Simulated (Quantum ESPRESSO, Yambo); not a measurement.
Planning a run of Yambo 5.3.0 on AlN (P6_3mc). The input:

```
optics
bss
bse
em1s
dipoles
rim_cut
RandQpts= 1000000
RandGvec= 1 RL
Chimod= "HARTREE"
BSKmod= "SEX"
BSEmod= "resonant"
BSSmod= "h"
BSENGexx= 30 Ry
BSENGBlk= 4 Ry
% BSEQptR
 1 | 1 |
%
% BSEBands
 3 | 10 |
%
% BEnRange
 0 | 9 | eV
%
% BDmRange
 0.1 | 0.1 | eV
%
BEnSteps= 181
% BLongDir
 1 | 0 | 0 |
%
% BndsRnXs
 1 | 32 |
%
NGsBlkXs= 4 Ry
% LongDrXs
 1 | 1 | 1 |
%
% KfnQP_E
 1.282 | 1.0 | 1.0 |
%
BSHayTrs= -0.02
```

The database entry behind the starting cell differs from later determinations by our own check (inner coordinate u about 0.002 short), so it need not match the best structure at ambient conditions.

```sh
OMP_NUM_THREADS=1 mpirun -n 4 yambo -F bse15.in -J bse15 -C bse15 > bse15.log
```

The stored states that it reads are on a 6×6×4 mesh. Symmetry: P6_3mc, No. 186, hexagonal system. Conventional cell: a = 3.113 Å, b = 3.113 Å, c = 4.981 Å, α = 90.00°, β = 90.00°, γ = 120.00°. Al has 4 N at 1.89 Å nearest. N has 4 Al at 1.89 Å nearest. Farther neighbours and most contacts between anions are not listed.

**Question.** How long will it take on 4 MPI ranks of Arm Neoverse V2, shared host, and how much memory?

It took 28 s; on shared hardware allow 14 s to 56 s. Peak host memory was 1.2 GiB.

The kernel grows as the square of the matrix size, and full diagonalisation as its cube.

[Paths, hosts, dates, memory and timing lines, banners, echoed tables and standing remarks are left out of the program output.]

[Logs are printed without paths, hosts, clocks, repeated set-up lines and the standing remarks that a program may print on its own settings, such as how far it seeks lower states.]

[Runs of the session that timed out or met a known fault of the program may be left out.]

[Hosts, paths, dates, database ids (printed as entryN), source tags and the programs' standing remarks are cut or masked in the printed files.]
